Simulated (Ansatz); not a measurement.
**Aluminium (omega (AlB2-type)) across density functionals**

All rows: Ansatz, plane waves with scalar-relativistic PAW, 420 eV (500 eV for the SCAN forms), relaxed under each functional, no dispersion correction, no zero-point motion. B₀ comes from uniform scaling at fixed shape; a dash is a value not given.

```
functional  V (Å³/atom)                                    cell  B₀ (GPa)     magnetic state  ΔE to fcc (meV/atom)
       PBE        17.20  a = 4.584 Å, c = 2.836 Å (c/a = 0.619)        67  spin not included                   115
    r²SCAN        16.50  a = 4.517 Å, c = 2.801 Å (c/a = 0.620)        81  spin not included                   141
    PBEsol        16.84  a = 4.554 Å, c = 2.813 Å (c/a = 0.618)        72  spin not included                   119
       LDA        16.48  a = 4.519 Å, c = 2.796 Å (c/a = 0.619)        73  spin not included                   120
    revPBE        17.45  a = 4.605 Å, c = 2.850 Å (c/a = 0.619)        66  spin not included                   114
      RPBE        17.53  a = 4.612 Å, c = 2.855 Å (c/a = 0.619)        66  spin not included                   114
      BLYP        18.49  a = 4.675 Å, c = 2.931 Å (c/a = 0.627)        48  spin not included                    87
```

LDA gives the smallest volume and BLYP the largest.
